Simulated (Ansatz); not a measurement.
Set up this calculation in Ansatz 0.2.0, as the native input.

```
Task                : single point
Functional          : PBE
Potentials or basis : all-electron LAPW, scalar-relativistic
Cutoff              : 245 eV (chosen from the basis error)
Basis error allowed : 0.001 eV/atom
k mesh              : 11 × 11 × 6
Occupations         : fermi-dirac, width 0.05 eV
Spin                : no spin polarisation
```

Crystal: Au.

```
CELL_PARAMETERS angstrom
2.90000 0.00000 0.00000
-1.45000 2.51147 0.00000
0.00000 0.00000 4.88000
ATOMIC_POSITIONS crystal
Au 0.66667 0.33333 0.25000
Au 0.33333 0.66667 0.75000
```

This isn't the form of Au at room conditions, which is fcc.

One way to write it, as run:

input.yaml

```yaml
crystal:
  lattice:
    - [2.9, 0.0, 0.0]
    - [-1.45, 2.511473671, 0.0]
    - [0.0, 0.0, 4.88]
  atoms:
    - { symbol: Au, position: [0.6666666667, 0.3333333333, 0.25] }
    - { symbol: Au, position: [0.3333333333, 0.6666666667, 0.75] }
kpoints:
  mp_grid: { grid: [11, 11, 6] }
scf:
  occupations: { method: fermi_dirac, width: 0.05 }
hamiltonian:
  xc: pbe
  pseudopotentials: { kind: all_electron, lapw: { basis_error: 0.001 } }
output:
  forces: true
  stress: true
  eigenvalues: true
  populations: true
```

Potentials or basis: all-electron LAPW, scalar-relativistic.

The run is started by

```console
$ ansatz run input.yaml --threads 1 --pin off --max-ram 3072MiB --backend cpu --events-out ev --progress --plain --runs-dir out
```

It gave:

* Pressure: 1.9 GPa
* Band gap on the k mesh: none (metal or under the smearing width)

Run time: 25 s on 1 thread of Arm Neoverse V2, on a shared host, peak memory 0.44 GiB.
